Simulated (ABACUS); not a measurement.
Runs of ABACUS 3.10.1 on Ge. It takes space group Fd-3m (No. 227, cubic). The conventional cell has a = 5.658 Å, b = 5.658 Å, c = 5.658 Å, α = 90.00°, β = 90.00°, γ = 90.00°. Ge (site symmetry -43m) is surrounded by 4 Ge at 2.45 Å. 

| task | level | potentials or basis | cell | k mesh | cutoff (eV) | optimiser | force threshold | max steps | cell moves | SCF threshold on the density | mesh quality | gap on the mesh (eV) | pressure (GPa) |
| --- | --- | --- | --- | --- | --- | --- | --- | --- | --- | --- | --- | --- | --- |
| relaxation of cell and atoms | r2SCAN | SG15 ONCV 1.2 PBE, plane waves | relaxed | 5 × 5 × 5 | 1238 | ASE LBFGS | 0.03 eV/Å | 60 | yes | 1e-08 | coarse | none | -0.1 |
| single point | TPSS | SG15 ONCV 1.2 PBE, plane waves | as given | 5 × 5 × 5 | 1238 | - | - | - | - | 1e-08 | not flagged | 0.14 | 2.5 |
| single point | BP86 | PseudoDojo NC SR 0.5 PBE standard, plane waves | as given | 6 × 6 × 6 | 1075 | - | - | - | - | 1e-08 | not flagged | none | 4.2 |
| single point | BLYP | SG15 ONCV 1.2 PBE, DZP LCAO (the cutoffs set its grid) | as given | 7 × 7 × 7 | 1361 | - | - | - | - | 1e-07 | not flagged | none | (a) |

Alike in all rows: no spin polarisation; smearing fermi-dirac 0.05 eV.

Problem. Fill in the values left out.

Solution. (a) 7.4.

Caveats: some runs use coarse meshes; the potentials were made for another functional, which shifts forces and pressure; this crystal is a semiconductor, whose small gap the functional closes, so the metal is an error of the method (some runs); an odd mesh through Γ misses points on the zone boundary, where band edges often lie (some runs); the atomic orbitals were generated for these runs and aren't a published set (some runs); the basis of atomic orbitals isn't converged, which shifts pressures, moduli and gaps (some runs).

A k mesh can miss the band edges, and the runs leave out spin-orbit coupling on Ge.

A gap of «none» marks a metal or a gap under the smearing width.

Not every run made on this cell is shown here.
